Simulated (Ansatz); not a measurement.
Isomers of C4H10O, relaxed with PBE0-D4/def2-TZVP in Ansatz; electronic energies, one conformer each and not always the lowest. Functionals use def2-TZVPP; CBS adds triple-zeta CCSD(T) − MP2 to the MP2 limit of def2-TZVPP and def2-QZVPP.

Problem. Order them by energy at frozen-core CCSD(T)/CBS, lowest first. (An estimate is asked.)
A. `CC(C)(C)O`
B. `CCC(C)O`
C. `COC(C)C`
D. `CCCOC`

Solution. A (0.0 kcal/mol), B (3.8 kcal/mol), C (14.4 kcal/mol), D (17.2 kcal/mol).

Problem. How do PBE0-D4, ωB97M-V, B3LYP, PBE-D4 place them (kcal/mol, against `CC(C)(C)O`)? (Best estimate.)

Solution. The calculation gave: 
| isomer | PBE0-D4 | ωB97M-V | B3LYP | PBE-D4 |
| --- | --- | --- | --- | --- |
| `CCC(C)O` | 3.0 | 3.6 | 2.4 | 2.9 |
| `COC(C)C` | 13.0 | 13.6 | 11.0 | 12.4 |
| `CCCOC` | 15.3 | 16.3 | 12.6 | 14.9 |

B3LYP here is the variant with VWN-RPA as its local correlation; programs differ in this.
